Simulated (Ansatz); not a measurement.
A run of Ansatz 0.2.0 is set up as follows.

The input input.yaml:

```yaml
crystal:
  lattice:
    - [-1.508, 1.508, 2.1072475377]
    - [1.508, -1.508, 2.1072475377]
    - [1.508, 1.508, -2.1072475377]
  atoms:
    - { symbol: Co, position: [0.0, 0.0, 0.0], spin: 2.0 }
    - { symbol: O, position: [0.5, 0.5, 0.0] }
kpoints:
  mp_grid: { grid: [12, 12, 12] }
scf:
  occupations: { method: fermi_dirac, width: 0.05 }
hamiltonian:
  xc: pbesol
  pseudopotentials: { kind: all_electron, lapw: { basis_error: 0.001 } }
magnetization:
  spin_polarized: true
output:
  forces: true
  stress: true
  eigenvalues: true
  populations: true
```

Potentials or basis: all-electron LAPW, scalar-relativistic.

The run is started by

```bash
$ ansatz run input.yaml --threads 2 --pin off --max-ram 6144MiB --backend cpu --events-out ev --progress --plain --runs-dir out
```

**Question.** Estimate the site moments.

**Answer.** Co +2.59; O +0.34 μB.

**Question.** Predict the pressure.

**Answer.** -9.2 GPa.

Stress tensor (GPa, compression positive):
```
-9.25  0.00  0.00
 0.00 -9.25  0.00
 0.00  0.00 -8.96
```

Caveat: a cell with one magnetic atom can't hold antiferromagnetic order, which such compounds often take; semilocal functionals often make such compounds metallic where correlation or magnetic order opens a gap, which also shifts bond lengths.
